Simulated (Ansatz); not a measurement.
**Relaxation of HfN**

These are results of DFT PBEsol, scalar-relativistic, plane waves, PAW (Ansatz 0.2.0), not measurements. Run with 420 eV cutoff, 16×16×16 k-mesh, Gaussian smearing of 0.10 eV, no spin polarisation.

What was changed: relaxed at -3 GPa.

A cell with an odd number of electrons and no spin polarisation is a metal by construction and may be lower with spin. Spin–orbit coupling is left out, which can shift energies with elements as heavy as these.

Command:

```bash
ansatz run input.yaml --threads 1 --pin off --max-ram 2560MiB --backend cpu --events-out ev --progress --plain --runs-dir out
```

Input:

```yaml
crystal:
  lattice:
    - [0.0, 2.2719572208, 2.2719572208]
    - [2.2719572208, 0.0, 2.2719572208]
    - [2.2719572208, 2.2719572208, 0.0]
  atoms:
    - { symbol: Hf, position: [0.0, 0.0, 0.0] }
    - { symbol: "N", position: [0.5, 0.5, 0.5] }
basis:
  ecutwfc: 420
kpoints:
  mp_grid: { grid: [16, 16, 16] }
hamiltonian:
  xc: pbesol
scf:
  occupations: { method: gaussian, width: 0.1 }
output:
  forces: true
  stress: true
  eigenvalues: true
relax:
  adjacent_minimum: "off"
  f_tol: 0.008
  max_steps: 50
  cell: { stress_tol: 0.08, p_target: -3.0 }
```

F is the free energy. Steps run on the plane waves of an earlier cell, but the last one, and at times one on the way, on a freshly chosen basis, so a repeated geometry can differ a little in energy. The relaxation lowers the enthalpy F + PV at the target pressure, so F itself can rise.

Steps:

| step | F − F(1) (eV) | largest force component (eV/Å) | V (Å³/atom) | P (GPa) |
| --- | --- | --- | --- | --- |
| 1 | 0.0000 | 0.000 | 11.727 | -7.52 |
| 2 | -0.0173 | 0.000 | 11.423 | -0.42 |
| 3 | -0.0142 | 0.000 | 11.532 | -3.07 |
| 4 | -0.0130 | 0.000 | 11.532 | -3.13 |
| 5 | -0.0133 | 0.000 | 11.526 | -3.00 |
| 6 | -0.0133 | 0.000 | 11.526 | -3.00 |

Relaxed structure:

```yaml
crystal:
  lattice:
    - [0.00000, 2.25890, 2.25890]
    - [2.25890, 0.00000, 2.25890]
    - [2.25890, 2.25890, 0.00000]
  atoms:
    - { symbol: Hf, position: [0.00000, 0.00000, 0.00000] }
    - { symbol: N, position: [0.50000, 0.50000, 0.50000] }
```

It takes space group Fm-3m (No. 225, cubic). The conventional cell has a = 4.518 Å, b = 4.518 Å, c = 4.518 Å, α = 90.00°, β = 90.00°, γ = 90.00°. Hf (site symmetry m-3m) has 6 N at 2.26 Å as nearest neighbours. N (site symmetry m-3m) is surrounded by 6 Hf at 2.26 Å.

The run converged. Time: 42 s on 1 thread of Arm Neoverse N1, on a shared host, peak memory 0.36 GiB.